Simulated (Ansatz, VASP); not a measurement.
**One calculation of ZnS3, two programs**

```
Zn S
1.0
     4.04676    0.00000    0.00000
     0.00000    4.04676    0.00000
     0.00000    0.00000    4.04676
Zn S
1 3
Direct
  0.00000 0.00000 0.00000
  0.00000 0.50000 0.50000
  0.50000 0.00000 0.50000
  0.50000 0.50000 0.00000
```

Alike in both runs: functional r2SCAN; k mesh 12 × 12 × 12; occupations gaussian, width 0.1 eV; no spin polarisation.

Ansatz relaxed the structure, and its values are those at the end. VASP's run is a single point on that final structure, the one shown.

|  | VASP | Ansatz |
| --- | --- | --- |
| version | VASP 6.6.1 | Ansatz 0.2.0 |
| potentials or method | VASP PAW PBE potentials, release 64 (Zn, S) | scalar-relativistic, plane waves, PAW |
| plane-wave cutoff (eV) | 520 | 500 |
| valence electrons in the cell | 30 | 30 |

VASP gave:

```
gap on the k mesh at the Fermi level (eV) : none
pressure (GPa)                            : -0.1
```

Question: Estimate Ansatz's values.

Answer: gap on the k mesh at the Fermi level (eV): none; pressure (GPa): 0.0.

A gap of «none» marks a metal or a gap that the smearing closes. The functional is the same, so the differences come from potentials, cutoffs and numerics.

Caveats: the PAW data sets were made with another functional, which shifts forces and pressure a little (VASP).
